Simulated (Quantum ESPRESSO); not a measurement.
# CdTe under changes of volume

One of the cells (32.922 Å³/atom); the others are scaled copies at fixed shape and fractional positions:

```
Te Cd
1.0
     0.00000    3.20500    3.20500
     3.20500    0.00000    3.20500
     3.20500    3.20500    0.00000
Te Cd
1 1
Direct
  0.75000 0.75000 0.75000
  0.00000 0.00000 0.00000
```

| Item | Value |
| --- | --- |
| Program | Quantum ESPRESSO 7.5 |
| Functional | r2SCAN |
| Potentials or basis | SG15 PBE 1.2 |
| Cutoff | 952 eV |
| Density cutoff | 3810 eV |
| k mesh | 5 × 5 × 5 |
| Occupations | fermi-dirac, width 0.05 eV |
| Spin | no spin polarisation |

| volume (Å³/atom) | energy over the lowest point (meV/atom) | pressure (GPa) | gap on the mesh (eV) |
| --- | --- | --- | --- |
| 30.947 | 74.10 | 6.6 | 1.34 |
| 31.605 | ? | ? | ? |
| 32.263 | 31.04 | 4.0 | 1.21 |
| 32.922 | 17.12 | 2.8 | 1.15 |
| 33.580 | 7.59 | 1.8 | 1.09 |
| 34.239 | 2.01 | 0.9 | 1.03 |
| 34.897 | 0.00 | 0.1 | 0.97 |

Task: What does the run at 31.605 Å³/atom give?

Result: Energy over the lowest point 49.85 meV/atom; pressure 5.2 GPa; gap on the mesh 1.28 eV.

Worked out: A Birch-Murnaghan fit of order 3 (a polynomial in V^(-2/3)) to the other rows has its minimum at 34.97 Å³/atom, just outside them, with B0 = V·E''(V) = 41 GPa and B' = 4.6. It gives 49.85 meV/atom at 31.605 Å³/atom, against the run's 49.85, and -dE/dV = 5.2 GPa, against 5.2. A straight line through the other rows of the gap, of slope -3.07 eV per unit of ln V (its deformation potential), gives 1.27 eV, against the run's 1.28.

Energies are extrapolated to zero smearing.

Caveats: the potentials were made for another functional, which shifts forces and pressure; spin-orbit coupling is left out, which moves the levels of the heavy elements.
